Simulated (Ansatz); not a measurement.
Crystal: KF (Carobbiite).

```
CELL_PARAMETERS angstrom
0.00000 2.67185 2.67185
2.67185 0.00000 2.67185
2.67185 2.67185 0.00000
ATOMIC_POSITIONS crystal
K 0.00000 0.00000 0.00000
F 0.50000 0.50000 0.50000
```

* Program: Ansatz 0.2.0
* Task: single point
* Functional: PBE
* Potentials or basis: Ansatz PAW
* Cutoff: 420 eV (not typed: the program's choice for these potentials)
* k mesh: 9 × 9 × 9
* Occupations: fermi-dirac, width 0.05 eV
* Spin: no spin polarisation

On this cell: pressure 1.4 GPa; largest force zero by symmetry; band gap on the k mesh 6.18 eV, direct.

The same run follows on a disturbed copy (atoms moved at random, drawn with an rms of 0.05 Å):

```xyz
2
Lattice="0.0000 2.6719 2.6719 2.6719 0.0000 2.6719 2.6719 2.6719 0.0000" Properties=species:S:1:pos:R:3 pbc="T T T"
K    -0.0248    0.0277   -0.0214
F     2.6824    2.7193    2.6379
```

**Question.** What changes?

**Answer.** The energy moves by +0.7 meV/atom; pressure 1.4 GPa; largest force 0.068 eV/Å; band gap on the k mesh 6.18 eV, direct.

Forces on the atoms (eV/Å):
```
K    0.056  0.031 -0.020
F   -0.056 -0.031  0.020
```

Caveats: odd divisions of the mesh miss points on the zone boundary, where band edges often lie, so the gap on the mesh can be too wide.

A k mesh can miss the band edges.
